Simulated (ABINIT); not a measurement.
Crystal: BP.

```xyz
2
Lattice="0.0000 2.2690 2.2690 2.2690 0.0000 2.2690 2.2690 2.2690 0.0000" Properties=species:S:1:pos:R:3 pbc="T T T"
P     3.4035    3.4035    3.4035
B     0.0000    0.0000    0.0000
```

Base run:

```yaml
Program: ABINIT 10.8.3 (patched build)
Functional: RPBE
Potentials_or_basis: JTH PAW PBE v2.0
Cutoff: 653 eV
k_mesh: 10 × 10 × 10
Occupations: fermi-dirac, width 0.05 eV
Spin: no spin polarisation
```

Its results: band gap on the k mesh 1.25 eV, indirect (least direct gap 3.39 eV); pressure 3.7 GPa.

Problem. The run is repeated on the same cell with these changes: functional from RPBE to r2SCAN. What comes out?

Solution. Band gap on the k mesh 1.45 eV, indirect (least direct gap 3.62 eV); pressure -0.4 GPa.

r2SCAN gives the wider gap, since meta-GGAs in the generalised Kohn-Sham scheme recover part of the derivative discontinuity.

Caveats: the PAW data sets were made with another functional, which shifts forces and pressure a little.

A k mesh can miss the band edges.
